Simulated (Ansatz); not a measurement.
CuI:

```
CELL_PARAMETERS angstrom
4.09020 0.00000 0.00000
0.00000 4.09020 0.00000
0.00000 0.00000 6.55146
ATOMIC_POSITIONS crystal
I 0.00000 0.50000 0.74303
I 0.50000 0.00000 0.25697
Cu 0.00000 0.00000 0.00000
Cu 0.50000 0.50000 0.00000
```

Measurements of this composition are mostly on another form, of space group No. 216.

Base run:

| Item | Value |
| --- | --- |
| Program | Ansatz 0.2.0 |
| Functional | PBEsol |
| Potentials or basis | all-electron LAPW, scalar-relativistic |
| Cutoff | 255 eV (chosen from the basis error) |
| Basis error allowed | 0.002 eV/atom |
| k mesh | 7 × 7 × 4 |
| Occupations | fermi-dirac, width 0.05 eV |
| Spin | no spin polarisation |
| Hubbard terms | Cu d U = 2 eV |

Its results: band gap on the k mesh 1.79 eV, direct; pressure -1.3 GPa; largest force 0.207 eV/Å.

Question: The run is repeated on the same cell with these changes: hubbard terms from Cu d U = 2 eV to Cu d U = 8 eV. What comes out?

Answer: Band gap on the k mesh 2.35 eV, direct; pressure -0.2 GPa; largest force 0.097 eV/Å.

Caveats: U is the effective U less J, on atomic orbitals that reach past the spheres; spin-orbit coupling is left out, which moves the levels of the heavy elements; this functional lacks dispersion, which binds the layers, so the pressure and a relaxed spacing across them are unreliable; the density of states is complete only up to the lowest level of the last band computed.

